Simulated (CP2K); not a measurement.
**MgS (Niningerite) in CP2K: the effect of functional**

The system is MgS (Niningerite).

```
S Mg
1.0
     3.67929    0.00000    0.00000
     1.83964    3.18636    0.00000
     1.83964    1.06212    3.00413
S Mg
1 1
Direct
  0.50000 0.50000 0.50000
  0.00000 0.00000 0.00000
```

Alike in all runs:

- Program: CP2K 2026.2
- Task: single point
- Potentials or basis: POTENTIAL_UZH S GTH-PBE-q6, Mg GTH-PBE-q10; TZVP-MOLOPT-PBE-GTH basis
- Density cutoff: 19048 eV
- k mesh: 9 × 9 × 9
- Occupations: fermi-dirac, width 0.05 eV
- Spin: no spin polarisation

Problem. One run gave: gap on the mesh 3.01 eV; pressure 4.2 GPa. Which functional did it use?
A. LDA
B. rev-vdW-DF2
C. revPBE
D. PW91
E. SCAN

Solution. C.

```csv
functional,gap on the mesh (eV),pressure (GPa)
LDA,2.52,-0.7
revPBE,3.01,4.2
PW91,2.87,2.7
rev-vdW-DF2,2.81,1.7
SCAN,3.50,0.8
```

Caveats: the potentials were made for another functional, which shifts forces and pressure; an odd mesh through Γ misses points on the zone boundary, where band edges often lie; the basis of atomic orbitals isn't converged, which shifts pressures, moduli and gaps.

Not every run made on this cell is shown here.
